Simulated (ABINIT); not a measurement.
Rh:

```xyz
1
Lattice="0.0000 1.8979 1.8979 1.8979 0.0000 1.8979 1.8979 1.8979 0.0000" Properties=species:S:1:pos:R:3 pbc="T T T"
Rh    0.0000    0.0000    0.0000
```

Base run:

```yaml
Program: ABINIT 10.8.3 (patched build)
Functional: AM05
Potentials_or_basis: JTH PAW PBE v2.0
Cutoff: 544 eV
k_mesh: 12 × 12 × 12
Occupations: fermi-dirac, width 0.05 eV
Spin: no spin polarisation
```

Its results: band gap on the k mesh none (metal or under the smearing width); pressure -5.1 GPa.

Task: After a change of settings the same cell gave: band gap on the k mesh none (metal or under the smearing width); pressure 22.4 GPa. Which change was it?
A. functional from AM05 to PW91
B. functional from AM05 to rPW86PBE
C. functional from AM05 to PBEsol; k mesh from 12 × 12 × 12 to 10 × 10 × 10
D. functional from AM05 to revPBE

Result: B.

Caveats: the PAW data sets were made with another functional, which shifts forces and pressure a little (some runs); so large a pressure means that the cell lies far from this level's equilibrium, or that cutoff or potentials fall short (some runs); the potentials were made for another functional, which shifts forces and pressure (some runs).

Runs at the PBE level aren't shown here.
